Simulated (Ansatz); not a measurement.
# BaS: the gap against volume

BaS, Fm-3m, a = 6.429 Å. Ansatz: PBE, PAW, 420 eV, Γ-centred 8×8×8 mesh on 2 atoms, Gaussian smearing 0.02 eV; no spin polarisation. Symmetry fixes shape and atoms, so the cell is only scaled; x = ln(V/V0) with V0 = 33.212 Å³/atom. The gap is read at the mesh points alone.

| x | gap y (eV) |
| --- | --- |
| -0.1278 | 2.012 |
| -0.0943 | 2.079 |
| -0.0619 | 2.138 |
| -0.0305 | 2.189 |
| 0.0000 | 2.234 |
| 0.0296 | 2.272 |
| 0.0583 | 2.304 |
| 0.0953 | ? |

Task: Fit a straight line to the other rows, give the volume deformation potential of the gap and its pressure coefficient, and predict the missing gap. B0 = 41.7 GPa.

Result: Means x = -0.03237, y = 2.1754; Σ(Δx)² = 0.02693, ΣΔxΔy = 0.04224; the slope is their ratio. y = 2.2262 + 1.5686 x. The slope is the deformation potential a = dE_g/d ln V = 1.57 eV, and dE_g/dP = −a/B0 = -37.6 meV/GPa. These are means over the range: the known rows next to V0 give a = 1.4 eV and -33 meV/GPa, nearer the values at zero pressure. With a term in x² added, the coefficient of x becomes 1.372, 13 % less, which shows how far this figure hangs on the form. At x = 0.0953 the fit asked for gives 2.376 eV. The run gave 2.340 eV, so the fit is 0.036 eV too high, 11 % of the span of the series, against an rms of 0.009 eV on the fitted rows. The row lies outside the fitted range. With a term in x² added, a fit to the same known rows predicts 2.339 eV, so most of the miss is curvature that the known rows already hold.

Spin-orbit coupling is left out, which matters for the bands of heavy elements. Semilocal functionals give gaps under the measured ones; changes of the gap mostly carry over better.